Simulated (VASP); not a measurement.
Crystal: Bi2TeSe2 (Skippenite).

```
Bi Te Se
1.0
     2.09150    1.20753    9.71233
    -2.09150    1.20753    9.71233
     0.00000   -2.41506    9.71233
Bi Te Se
2 1 2
Direct
  0.60194 0.60194 0.60194
  0.39806 0.39806 0.39806
  0.00000 0.00000 0.00000
  0.78840 0.78840 0.78840
  0.21160 0.21160 0.21160
```

```yaml
Program: VASP 6.6.1
Task: single point
Functional: PBEsol
Potentials_or_basis: VASP PAW PBE potentials, release 64 (Bi_d, Te, Se)
Cutoff: 520 eV
k_mesh: 7 × 7 × 7
Occupations: fermi-dirac, width 0.05 eV
Spin: no spin polarisation
```

On this cell: pressure 1.9 GPa; largest force 1.788 eV/Å; band gap on the k mesh 0.43 eV, direct.

The same run follows on a disturbed copy (atoms moved at random, drawn with an rms of 0.05 Å):

```
CELL_PARAMETERS angstrom
2.09150 1.20753 9.71233
-2.09150 1.20753 9.71233
0.00000 -2.41506 9.71233
ATOMIC_POSITIONS crystal
Bi 0.60885 0.58687 0.61033
Bi 0.39785 0.39883 0.39686
Te 0.00654 0.99197 0.00597
Se 0.79239 0.78605 0.78271
Se 0.23706 0.21077 0.19143
```

Task: What changes?

Result: The energy moves by +1.0 meV/atom; pressure 2.6 GPa; largest force 1.817 eV/Å; band gap on the k mesh 0.47 eV, direct.

Forces on the atoms (eV/Å):
```
Bi  -0.026  0.217 -1.420
Bi   0.092 -0.093  1.812
Te  -0.039  0.191 -0.380
Se   0.008  0.007 -0.331
Se  -0.035 -0.322  0.319
```

Stress tensor (GPa, compression positive):
```
 2.19 -0.25  0.38
-0.25  2.52  0.55
 0.38  0.55  3.15
```

Caveats: the PAW data sets were made with another functional, which shifts forces and pressure a little; spin-orbit coupling is left out, which as a rule narrows the gap of such compounds by several tenths of an eV; an odd mesh through Γ misses points on the zone boundary, where band edges often lie.
